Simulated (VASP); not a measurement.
Input of a VASP 6.6.1 run:

File INCAR:

```
SYSTEM = Cs
PREC = Accurate ; ENCUT = 600
EDIFF = 1E-7 ; ISMEAR = -1
SIGMA = 0.05 ; LREAL = .False.
LASPH = .True. ; NELM = 60
ALGO = Normal ; ISIF = 2
LWAVE = .False. ; LCHARG = .False.
LDIPOL = .True. ; IDIPOL = 3
DIPOL = 0.5 0.5 0.500 ; GGA = PE
IBRION = 2 ; NSW = 60
EDIFFG = -0.005
```

Contents of KPOINTS:

```
regular mesh
0
Gamma
  6 6 1
  0 0 0
```

The input POSCAR:

```
Cs
1.0
    5.2351235659      0.0000000000      0.0000000000
   -1.7450411886      4.9357218317      0.0000000000
    0.0000000000      0.0000000000     23.5489209845
Cs
3
Selective dynamics
Direct
    0.5000000000      0.5000000000      0.3184859300  F F F
    0.0000000000      0.0000000000      0.5000000000  T T T
    0.5000000000      0.5000000000      0.6815140700  T T T
```

Potentials or basis: VASP PAW PBE potentials, release 64 (Cs_sv_GW).

Command:

```console
$ cat potpaw_PBE.64/Cs_sv_GW/POTCAR > POTCAR
$ mpirun -np 1 vasp_std > vasp.out
```

(1) Estimate the band gap on the k mesh.

(2) Estimate the energy gained by relaxing.

## Answers

(1) none (metal or under the smearing width).

(2) 1.0 meV/atom.
